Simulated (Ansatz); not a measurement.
Runs of Ansatz 0.2.0 on Hf. Symmetry: Im-3m, No. 229, cubic system. Conventional cell: a = 3.610 Å, b = 3.610 Å, c = 3.610 Å, α = 90.00°, β = 90.00°, γ = 90.00°. Hf (site symmetry m-3m) is surrounded by 8 Hf at 3.13 Å. This isn't the form of Hf at room conditions, which is hcp.

```csv
task,level,potentials or basis,spin,cell,k mesh,cutoff (eV),smearing,driver,mesh quality,gap on the mesh (eV),pressure (GPa),relaxed volume (Å³/atom)
density of states,r2SCAN+rVV10,Ansatz PAW,off,as given,10 × 10 × 10,500,fermi-dirac 0.01 eV,-,not flagged,none,-6.8,-
single point,PBEsol0,Ansatz PAW,off,as given,5 × 5 × 5,420,fermi-dirac 0.05 eV,-,coarse,none,-,-
single point,PBEsol,PseudoDojo standard,"non-collinear, ferromagnetic start",as given,10 × 10 × 10,789,fermi-dirac 0.01 eV,calculator,not flagged,-,-8.7,-
single point,r2SCANh,Ansatz PAW,off,as given,5 × 5 × 5,500,fermi-dirac 0.05 eV,-,coarse,none,-,-
projected density of states,PBEsol+D3(BJ),Ansatz PAW,off,as given,10 × 10 × 10,420,cold 0.025 eV,-,not flagged,none,-12.4,-
relaxation of cell and atoms,PBE0,Ansatz PAW,off,relaxed,5 × 5 × 5,420,fermi-dirac 0.05 eV,-,coarse,none,-,(b)
relaxation of cell and atoms,r2SCAN,Ansatz PAW polarizable,off,relaxed,10 × 10 × 10,500,fermi-dirac 0.05 eV,-,not flagged,none,0.0,22.18
relaxation of cell and atoms,HSEsol,Ansatz PAW,off,relaxed,5 × 5 × 5,420,fermi-dirac 0.05 eV,-,coarse,none,-,(a)
```

Fill in the values left out.

(a) 21.58; (b) 23.05.

Caveats: some runs use coarse meshes; the PAW data sets come from PBE, with cores solved anew for the run's functional, which leaves a small shift of forces and pressure (some runs); the plane-wave basis is chosen anew once the cell has moved, so the energies of steps on either side of that aren't comparable (some runs); pairwise dispersion overbinds metals, which lowers pressure and volume (some runs).

A k mesh can miss the band edges, and the runs leave out spin-orbit coupling on Hf.

A gap of «none» marks a metal or a gap under the smearing width.

Not every run made on this cell is shown here.
